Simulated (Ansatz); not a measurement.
Input of an Ansatz 0.2.0 run:

The input input.yaml:

```yaml
crystal:
  lattice:
    - [0.0, 2.9305, 2.9305]
    - [2.9305, 0.0, 2.9305]
    - [2.9305, 2.9305, 0.0]
  atoms:
    - { symbol: In, position: [0.0, 0.0, 0.0] }
    - { symbol: P, position: [0.75, 0.75, 0.75] }
hamiltonian:
  xc: pbesol
  pseudopotentials: { kind: paw }
kpoints:
  mp_grid: { grid: [6, 6, 6] }
  band_path:
    path:
      - [[0.0, 0.0, 0.0], [0.5, 0.0, 0.5], [0.5, 0.25, 0.75], [0.375, 0.375, 0.75], [0.0, 0.0, 0.0], [0.5, 0.5, 0.5], [0.625, 0.25, 0.625], [0.5, 0.25, 0.75], [0.5, 0.5, 0.5], [0.375, 0.375, 0.75]]
      - [[0.625, 0.25, 0.625], [0.5, 0.0, 0.5]]
    npoints: 14
scf:
  occupations: { method: fermi_dirac, width: 0.05 }
  n_extra_bands: 6
output:
  forces: true
  stress: true
  eigenvalues: true
  fatbands: false
```

Potentials or basis: Ansatz PAW.

Command:

```bash
$ ansatz run input.yaml --threads 2 --pin off --max-ram 5632MiB --backend cpu --events-out ev --progress --plain --runs-dir out
```

(1) Estimate the band gap on the k mesh.

(2) Predict the pressure.

## Answers

(1) 0.61 eV, direct.

(2) 0.6 GPa.

Caveat: spin-orbit coupling is left out, which moves the levels of the heavy elements; the PAW data sets come from PBE, with cores solved anew for the run's functional, which leaves a small shift of forces and pressure.

**Experimental background.**

From a printed reference work, data compilation, for a bulk crystal of InP at 1.6 K: band gap 1.4236 eV (direct).

Measured gap of InP: 1.4236 eV (direct; 1.6 K; a printed reference work, data compilation). This calculation gives 0.61 eV (-0.81 eV). Spin-orbit coupling on In is left out. The value is that of PBEsol, without temperature or zero-point motion. Semilocal functionals fall short of measured gaps as a rule.
